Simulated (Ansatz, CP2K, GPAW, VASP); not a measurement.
# Zn: 4 runs at one level of theory

```xyz
2
Lattice="2.6700 0.0000 0.0000 -1.3350 2.3123 0.0000 0.0000 0.0000 4.9660" Properties=species:S:1:pos:R:3 pbc="T T T"
Zn    1.3350    0.7708    3.7245
Zn    0.0000    1.5415    1.2415
```

Alike in all runs: task single point; functional RPBE; k mesh 11 × 11 × 6; occupations gaussian, width 0.05 eV; no spin polarisation; no spin-orbit coupling. Pressure is positive in compression and, in plane waves, holds the error of the finite cutoff.

```csv
program and potentials,plane-wave cutoff (eV),notes,pressure (GPa)
"Ansatz, all-electron LAPW, scalar-relativistic",-,-,2.42
"GPAW, the program's PAW data sets (release 1.2.1) made for this functional",600,-,2.37
"VASP, PBE PAW files Zn_GW, 550 eV",550,potentials made for PBE,2.28
"CP2K, POTENTIAL_UZH Zn GTH-PBE-q12; TZVP-MOLOPT-PBE-GTH basis",-,atomic basis; potentials made for PBE,2.28
```

The pressure spans 2.28 (CP2K, POTENTIAL_UZH Zn GTH-PBE-q12; TZVP-MOLOPT-PBE-GTH basis) to 2.42 GPa (Ansatz, all-electron LAPW, scalar-relativistic), with all-electron results at 2.42. Rows in atomic bases carry the error of their basis and grid, which can be large.

The functional is the same throughout but for its coding, so the spread measures potentials, basis and numerics; runs on potential files found faulty are left out.
